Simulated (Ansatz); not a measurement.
The system is C.

```
CELL_PARAMETERS angstrom
2.12732 -1.22828 0.00000
2.12732 1.22828 0.00000
-1.37907 0.00000 3.50283
ATOMIC_POSITIONS crystal
C 0.16664 0.16664 0.99991
C 0.83336 0.83336 0.00009
```

This is a stacking variant of graphite.

Base run:

| Property | Result |
| --- | --- |
| Program | Ansatz 0.2.0 |
| Functional | PBEsol |
| Potentials or basis | all-electron LAPW, scalar-relativistic |
| Cutoff | 529 eV (chosen from the basis error) |
| Basis error allowed | 0.001 eV/atom |
| k mesh | 13 × 13 × 8 |
| Occupations | fermi-dirac, width 0.05 eV |
| Spin | no spin polarisation |

Its results: pressure 0.9 GPa; largest force 0.005 eV/Å.

Question: The run is repeated on the same cell with these changes: functional from PBEsol to PBE. What comes out?

Answer: Pressure 3.7 GPa; largest force 0.005 eV/Å.

PBE binds less tightly than PBEsol, so the same cell stands under more pressure.

Caveats: this functional lacks dispersion, which binds the layers, so the pressure and a relaxed spacing across them are unreliable.
